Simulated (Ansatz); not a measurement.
# Al2Cu: the cost of one run

Method: DFT PBE, scalar-relativistic, plane waves, PAW, in Ansatz 0.2.0.

3 further runs of the same task are left out: 2 that didn't finish, 1 set aside as unsound or not needed.

## Step 1: Starting point

Symmetry: Fm-3m, No. 225, cubic system. The conventional cell has a = 5.783 Å, b = 5.783 Å, c = 5.783 Å, α = 90.00°, β = 90.00°, γ = 90.00°. Al (site symmetry -43m) has 4 Cu at 2.50 Å as nearest neighbours. Around Cu (site symmetry m-3m) lie 8 Al at 2.50 Å.

Coordinates:

```cif
data_structure
_symmetry_space_group_name_H-M 'P 1'
_symmetry_Int_Tables_number 1
_cell_length_a 4.0890
_cell_length_b 4.0890
_cell_length_c 4.0890
_cell_angle_alpha 119.996
_cell_angle_beta 119.996
_cell_angle_gamma 90.006
_cell_volume 48.35
loop_
_atom_site_label
_atom_site_type_symbol
_atom_site_fract_x
_atom_site_fract_y
_atom_site_fract_z
_atom_site_occupancy
Al1 Al 0.75000 0.25000 0.50000 1
Al2 Al 0.25000 0.75000 0.50000 1
Cu1 Cu 0.50000 0.50000 0.00000 1
```

It goes back to an entry of the Materials Project, which need not be the stable form.

This cell was relaxed beforehand with the same method: volume 16.12 Å³/atom, gap on the mesh none (metal).

## Step 2: The reference cell

Reference values: F = -7700.7418 eV; pressure 0.03 GPa; largest force 0.000 eV/Å; gap on the mesh none (metal). It was computed beforehand with the settings of the runs below.

## Step 3: Next: a strain scan

The cell is strained by ε times the Voigt pattern (0, 1, 0, 0, 0, 0) (xx, yy, zz, yz, xz, xy; engineering shear), with fractional coordinates fixed (clamped ions). The stress on the pattern is the sum of the stress components weighted by it, tension positive.

## Step 4: At ε = -0.1000

Contents of input.yaml:

```yaml
crystal:
  lattice:
    - [-2.0446280232, 1.8401652209, 2.8912313231]
    - [2.0446280232, -1.8401652209, 2.8912313231]
    - [2.0446280232, 1.8401652209, -2.8912313231]
  atoms:
    - { symbol: Al, position: [0.75, 0.25, 0.5] }
    - { symbol: Al, position: [0.25, 0.75, 0.5] }
    - { symbol: Cu, position: [0.5, 0.5, 0.0] }
basis:
  ecutwfc: 420
kpoints:
  mp_grid: { grid: [16, 16, 16] }
hamiltonian:
  xc: pbe
scf:
  occupations: { method: gaussian, width: 0.15 }
output:
  forces: true
  stress: true
  eigenvalues: true
```

On the command line:

```console
$ ansatz run input.yaml --threads 1 --pin off --max-ram 2560MiB --backend cpu --events-out ev --progress --plain --runs-dir out
```

What time and memory should one allow on 1 thread of Intel Xeon Platinum 8259CL at 2.50GHz (Skylake/Cascade Lake), shared host?

About 22 s, with a peak of 0.67 GiB.
